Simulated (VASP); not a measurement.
# PtS2 (P-3m1) in VASP: further runs

The runs below take PtS2 through G0W0 quasiparticle levels, with PBE.

Program: VASP 6.6.1. These are calculated values, not measurements. Logs are shortened: lines on timing, memory, paths and dates and some standing lists are left out, and cuts for length are marked.

### Step 1. The crystal as given

It takes space group P-3m1 (No. 164, trigonal). Conventional cell: a = 3.543 Å, b = 3.543 Å, c = 5.039 Å, α = 90.00°, β = 90.00°, γ = 120.00°. Pt (site symmetry -3m) has 6 S at 2.34 Å as nearest neighbours. S (site symmetry 3m) has 3 Pt at 2.34 Å as nearest neighbours.

### Step 2. G0W0 quasiparticle levels, PBE

Contents of POSCAR:

```
PtS2
1.0
    3.5432000000      0.0000000000      0.0000000000
   -1.7716000000      3.0685012107      0.0000000000
    0.0000000000      0.0000000000      5.0388000000
Pt S
1 2
Direct
    0.0000000000      0.0000000000      0.0000000000
    0.6666666667      0.3333333333      0.7730000000
    0.3333333333      0.6666666667      0.2270000000
```

Contents of INCAR.step1:

```
SYSTEM = PtS2
ALGO     = Normal         ! electronic algorithm
EDIFF    = 1E-8           ! SCF threshold, eV
ENCUT    = 450            ! plane-wave cutoff, eV
GGA      = PE             ! functional
ISMEAR   = 0              ! smearing method
LASPH    = .TRUE.         ! aspherical terms in the spheres
LCHARG   = .FALSE.        ! write CHGCAR
LREAL    = .FALSE.        ! projectors in reciprocal space
LWAVE    = .TRUE.         ! write WAVECAR
NELM     = 100            ! most SCF steps
PREC     = Accurate       ! precision mode
SIGMA    = 0.01           ! smearing width, eV
```

Contents of INCAR.step2:

```
SYSTEM = PtS2
ALGO     = Exact          ! electronic algorithm
EDIFF    = 1E-8           ! SCF threshold, eV
ENCUT    = 450            ! plane-wave cutoff, eV
GGA      = PE             ! functional
ISMEAR   = 0              ! smearing method
ISTART   = 1            
LASPH    = .TRUE.         ! aspherical terms in the spheres
LCHARG   = .FALSE.        ! write CHGCAR
LOPTICS  = .TRUE.         ! frequency-dependent dielectric function
LREAL    = .FALSE.        ! projectors in reciprocal space
LWAVE    = .TRUE.         ! write WAVECAR
NBANDS   = 76             ! bands
NELM     = 1              ! most SCF steps
PREC     = Accurate       ! precision mode
SIGMA    = 0.01           ! smearing width, eV
```

Contents of INCAR.step3:

```
SYSTEM = PtS2
ALGO     = EVGW0          ! electronic algorithm
EDIFF    = 1E-8           ! SCF threshold, eV
ENCUT    = 450            ! plane-wave cutoff, eV
ENCUTGW  = 150            ! cutoff of the response function
GGA      = PE             ! functional
ISMEAR   = 0              ! smearing method
ISTART   = 1            
LASPH    = .TRUE.         ! aspherical terms in the spheres
LCHARG   = .FALSE.        ! write CHGCAR
LREAL    = .FALSE.        ! projectors in reciprocal space
LWAVE    = .FALSE.        ! write WAVECAR
NBANDS   = 76             ! bands
NBANDSGW = 19           
NELMGW   = 1            
NOMEGA   = 72             ! frequency points
PREC     = Accurate       ! precision mode
PRECFOCK = Fast         
SIGMA    = 0.01           ! smearing width, eV
```

Contents of KPOINTS:

```
k-points
0
G
  3 3 2
  0 0 0
```

Potentials or basis: VASP PAW PBE potentials, release 64 (Pt_GW, S_GW).

Launch:

```console
$ cat potpaw_PBE.64/Pt_GW/POTCAR potpaw_PBE.64/S_GW/POTCAR > POTCAR
$ cp INCAR.step1 INCAR
$ mpirun -np 1 vasp_std > vasp.out
$ cp INCAR.step2 INCAR
$ mpirun -np 1 vasp_std > vasp.out
$ cp INCAR.step3 INCAR
$ mpirun -np 1 vasp_std > vasp.out
```

OUTCAR:

```text
SYSTEM = PtS2
   EDIFF = 1E-8
   ENCUT = 450
   ENCUTGW = 150
   GGA = PE
   ISMEAR = 0
   ISTART = 1
   LASPH = .TRUE.
   LREAL = .FALSE.
   NELMGW = 1
   PREC = Accurate
   PRECFOCK = Fast

 Found      6 irreducible k-points:

 Following reciprocal coordinates:
            Coordinates               Weight
  0.000000  0.000000  0.000000      1.000000
  0.333333 -0.000000  0.000000      6.000000
  0.333333  0.333333  0.000000      2.000000
  0.000000  0.000000  0.500000      1.000000
  0.333333 -0.000000  0.500000      6.000000
  0.333333  0.333333  0.500000      2.000000
   k-points           NKPTS =      6   k-points in BZ     NKDIM =     18   number of bands    NBANDS=     76
   number of dos      NEDOS =    301   number of ions     NIONS =      3
   total plane-waves  NPLWV =  28224
   dimension x,y,z NGX =    28 NGY =   28 NGZ =   36
   dimension x,y,z NGXF=    56 NGYF=   56 NGZF=   72
   ions per type =               1   2
   NGX,Y,Z   is equivalent  to a cutoff of  13.14, 13.14, 11.88 a.u.
   NGXF,Y,Z  is equivalent  to a cutoff of  26.28, 26.28, 23.76 a.u.
 SYSTEM =  PtS2
   PREC   = accura    normal or accurate (medium, high low for compatibility)
   ISTART =      1    job   : 0-new  1-cont  2-samecut
   ICHARG =      0    charge: 1-file 2-atom 10-const
   ISPIN  =      1    spin polarized calculation?
   LNONCOLLINEAR =      F non collinear calculations
   LSORBIT =      F    spin-orbit coupling
   LASPH  =      T    aspherical Exc in radial PAW
   ENCUT  =  450.0 eV  33.07 Ry    5.75 a.u.   6.13  6.13  8.72*2*pi/ulx,y,z
   NELM   =     60;   NELMIN=  2; NELMDL=  0     # of ELM steps
   EDIFF  = 0.1E-07   stopping-criterion for ELM
   LREAL  =      F    real-space projection
   EDIFFG = 0.1E-06   stopping-criterion for IOM
   NSW    =      0    number of steps for IOM
   IBRION =     -1    ionic relax: 0-MD 1-quasi-New 2-CG
   NFREE  =      0    steps in history (QN), initial steepest desc. (CG)
   ISIF   =      0    stress and relaxation
   ISYM   =      3    0-nonsym 1-usesym 2-fastsym
   POTIM  = 0.5000    time-step for ionic-motion
   TEBEG  =    0.0;   TEEND  =   0.0 temperature during run
   PSTRESS=    0.0 pullay stress
   NELECT =      22.0000    total number of electrons
   NUPDOWN=      -1.0000    fix difference up-down
   EMIN   =  10.00;   EMAX   =-10.00  energy-range for DOS
   EFERMI =   0.00;   METHOD = LEGACY
   ISMEAR =     0;   SIGMA  =   0.01  broadening in eV -4-tet -1-fermi 0-gaus
   EFERMI_NEDOS =   21; number of points for ismear=-14 and -15
   IALGO  =     38    algorithm
   IMIX   =      4    mixing-type and parameters
     AMIX     =   0.40;   BMIX     =  1.00
     AMIX_MAG =   1.60;   BMIX_MAG =  1.00
  volume/ion in A,a.u.               =      18.26       123.23
  Fermi-wavevector in a.u.,A,eV,Ry     =   1.207812  2.282434 19.848315  1.458810
  Thomas-Fermi vector in A             =   2.343439
   LORBIT       =      0    0 simple, 1 ext, 2 COOP (PROOUT), +10 PAW based schemes
   GGA     = PE    functional components
   LHFCALC =     T    Hartree Fock is set to
   PRECFOCK=fast      Normal, Fast or Accurate (Low or Medium for compatibility)
   ENCUT4O =  -1.0   cutoff for four orbital integrals eV
   NKREDX  =     1    reduce k-point grid by
   NKREDY  =     1    reduce k-point grid by
   NKREDZ  =     1    reduce k-point grid by
   AEXX    =    1.0000 exact exchange contribution
   HFSCREEN=    0.0000 screening length (either q_TF or 0.3 A-1)
   HFSCREENC=   0.0000 screening length for correlation (either q_TF or 0.3 A-1)
   ENCUTFOCK=  -1.0 apply spherical cutoff to Coloumb kernel
   IVDW    =     0    specifies the selected vdW correction
   LEPSILON=     F    determine dielectric tensor
   LRPA    =     F    only Hartree local field effects (RPA)
   LRPAFORCE           =     F    calculate RPA forces
   ENCUTGW             = 150.0    cutoff for response function in eV
   ENCUTGWSOFT         = 120.0    soft cutoff for Coulomb kernel in GW response function in eV
   ENCUTLF             =  -1.0    cutoff for local field effects
   NELMGW              =     1    number of iterations in solving QP/BSE equation
   NELMHF              =     1    number of iterations in the inner HF iteration
   NKREDLFX            =     1    NKREDLFY  =   1   NKREDLFZ  =   1
 non-spin polarized calculation
 Gauss-broadening in eV      SIGMA  =   0.01
  energy-cutoff  :      450.00
  volume of cell :       54.78
 maximum number of plane-waves:      1206
 NGX is ok and might be reduce to    28
  NGX = 14; NGY = 14; NGZ = 20
   NGX = 13   NGY = 13   NGZ = 17
 maximum number of plane-waves:       250
 NGX is ok and might be reduce to    14

 QP shifts <psi_nk| G(iteration)W_0 |psi_nk>: iteration 1
 for sc-GW calculations column KS-energies equals QP-energies in previous step
 and V_xc(KS)=  KS-energies - (<T + V_ion + V_H > + <T+V_H+V_ion>^1  + <V_x>^1)

 k-point   1 :       0.0000    0.0000    0.0000
  band No.  KS-energies  QP-energies   sigma(KS)   V_xc(KS)     V^pw_x(r,r')   Z            occupation Imag(sigma)

      1      -8.8583      -8.7230     -12.9523     -13.1655     -21.5013       0.6346       2.0000       1.3960
      2      -5.6146      -5.7325     -14.1932     -14.0187     -21.2108       0.6756       2.0000       0.8903
      3      -0.3200      -0.4690     -13.3621     -13.1494     -18.0534       0.7005       2.0000       0.4288
      4      -0.3200      -0.4690     -13.3621     -13.1494     -18.0534       0.7005       2.0000       0.4288
      5      -0.2003      -0.4670     -12.3782     -11.9905     -17.6611       0.6878       2.0000       0.6588
      6       2.7428       2.5293     -13.2279     -12.9259     -18.0349       0.7067       2.0000       0.1977
[... 11 lines left out ...]
     18      18.6470      19.3961     -10.7213     -11.6953      -5.1189       0.7691       0.0000      -0.4570
     19      19.2651      20.0622     -11.3096     -12.3676      -5.7558       0.7535       0.0000      -0.4521

 k-point   2 :       0.3333   -0.0000    0.0000
  band No.  KS-energies  QP-energies   sigma(KS)   V_xc(KS)     V^pw_x(r,r')   Z            occupation Imag(sigma)

      1      -7.5812      -7.6204     -13.5170     -13.4560     -21.3453       0.6422       2.0000       1.0954
      2      -6.2610      -6.3422     -14.1078     -13.9836     -21.4274       0.6532       2.0000       0.8972
      3      -0.0553      -0.3063     -12.8719     -12.5255     -17.7631       0.7245       2.0000       0.5049
      4       0.3857       0.2538     -13.4232     -13.2407     -17.8005       0.7228       2.0000       0.3846
      5       1.1780       0.9748     -13.1009     -12.8228     -17.2469       0.7306       2.0000       0.3744
      6       1.2905       0.9890     -12.7250     -12.3145     -17.2889       0.7346       2.0000       0.4268
[... 11 lines left out ...]
     18      16.1436      16.7787     -10.8010     -11.6411      -5.5200       0.7559       0.0000      -0.2921
     19      17.8730      18.4579     -10.5675     -11.3349      -5.0558       0.7621       0.0000      -0.3770

 k-point   3 :       0.3333    0.3333    0.0000
  band No.  KS-energies  QP-energies   sigma(KS)   V_xc(KS)     V^pw_x(r,r')   Z            occupation Imag(sigma)

      1      -6.5819      -6.6643     -14.0154     -13.8876     -21.4458       0.6446       2.0000       0.9152
      2      -6.5819      -6.6643     -14.0154     -13.8876     -21.4458       0.6446       2.0000       0.9152
      3      -0.1189      -0.3543     -12.8156     -12.4914     -17.1599       0.7259       2.0000       0.5012
      4       0.3775       0.1166     -12.8639     -12.5052     -17.4308       0.7272       2.0000       0.4036
      5       0.3775       0.1166     -12.8639     -12.5052     -17.4308       0.7272       2.0000       0.4036
      6       2.1370       1.9708     -13.2137     -12.9846     -17.6023       0.7255       2.0000       0.3459
[... 11 lines left out ...]
     18      17.3449      18.0990     -10.7631     -11.7195      -5.0797       0.7885       0.0000      -0.5007
     19      17.7943      18.5314     -11.0967     -12.0568      -5.3302       0.7677       0.0000      -0.4979

 k-point   4 :       0.0000    0.0000    0.5000
  band No.  KS-energies  QP-energies   sigma(KS)   V_xc(KS)     V^pw_x(r,r')   Z            occupation Imag(sigma)

      1      -8.5791      -8.4736     -13.1671     -13.3381     -21.5096       0.6167       2.0000       1.2395
      2      -6.3063      -6.4406     -13.6494     -13.4435     -21.0323       0.6526       2.0000       1.0808
      3      -0.2998      -0.4476     -13.3677     -13.1581     -18.0522       0.7048       2.0000       0.4275
      4      -0.2998      -0.4476     -13.3677     -13.1581     -18.0522       0.7048       2.0000       0.4275
      5       1.0734       0.8600     -13.1366     -12.8393     -18.3097       0.7178       2.0000       0.4507
      6       2.7200       2.5043     -13.2092     -12.9030     -18.0279       0.7046       2.0000       0.1999
[... 11 lines left out ...]
     18      16.2883      16.4386      -9.0216      -9.2162      -3.9896       0.7723       0.0000      -0.2148
     19      17.8446      18.3943     -10.3086     -11.0409      -5.1094       0.7508       0.0000      -0.2948

 k-point   5 :       0.3333   -0.0000    0.5000
  band No.  KS-energies  QP-energies   sigma(KS)   V_xc(KS)     V^pw_x(r,r')   Z            occupation Imag(sigma)

      1      -7.3619      -7.4053     -13.6888     -13.6215     -21.3837       0.6439       2.0000       1.0081
      2      -6.5042      -6.5880     -13.9099     -13.7809     -21.3647       0.6501       2.0000       0.9698
      3      -0.3931      -0.6743     -12.6558     -12.2618     -17.6138       0.7137       2.0000       0.5635
      4       0.3379       0.2024     -13.3931     -13.2054     -17.8062       0.7220       2.0000       0.3950
      5       0.6665       0.4353     -12.9692     -12.6546     -17.2438       0.7349       2.0000       0.4558
      6       2.1208       1.8804     -13.0670     -12.7321     -17.8248       0.7179       2.0000       0.3011
[... 11 lines left out ...]
     18      17.0657      17.8925     -11.2531     -12.3498      -5.8193       0.7539       0.0000      -0.3955
     19      18.1413      18.7517     -10.7432     -11.5430      -5.2774       0.7632       0.0000      -0.3887

 k-point   6 :       0.3333    0.3333    0.5000
  band No.  KS-energies  QP-energies   sigma(KS)   V_xc(KS)     V^pw_x(r,r')   Z            occupation Imag(sigma)

      1      -6.5646      -6.6409     -14.0285     -13.9108     -21.4620       0.6483       2.0000       0.9139
      2      -6.5646      -6.6409     -14.0285     -13.9108     -21.4620       0.6483       2.0000       0.9139
      3       0.1604      -0.1475     -12.6815     -12.2549     -17.2951       0.7215       2.0000       0.4277
      4       0.1604      -0.1475     -12.6815     -12.2549     -17.2951       0.7215       2.0000       0.4277
      5       0.2052       0.0048     -13.0655     -12.7892     -17.2706       0.7252       2.0000       0.4464
      6       2.3307       2.2176     -13.4228     -13.2671     -17.4454       0.7267       2.0000       0.2991
[... 11 lines left out ...]
     18      17.2992      17.8333     -10.4459     -11.1543      -5.1629       0.7540       0.0000      -0.2690
     19      17.2992      17.8333     -10.4459     -11.1543      -5.1629       0.7540       0.0000      -0.2690
```

Wall time 42 s (1 thread of Intel Xeon 6975P-C (Granite Rapids), shared host); peak memory 0.37 GiB.

The run converged, but some of its settings lie outside the range that counts as converged, so its numbers aren't taken as properties of the crystal.

Results:

```yaml
Band_gap_on_the_k_mesh_mean-field_level: 1.18 eV, indirect (least direct gap 2.40 eV)
Quasiparticle_gap: 1.78 eV
Least_direct_quasiparticle_gap: 3.09 eV
```

Caveat: the k mesh is coarse (spacing up to 0.68 Å⁻¹), so the values aren't converged; bands, screening cutoff and mesh are small and nothing is extrapolated, so the quasiparticle values aren't converged; spin-orbit coupling is left out, which moves the levels of the heavy elements; an odd mesh through Γ misses points on the zone boundary, where band edges often lie.

(Continued in part 2 of 5.)
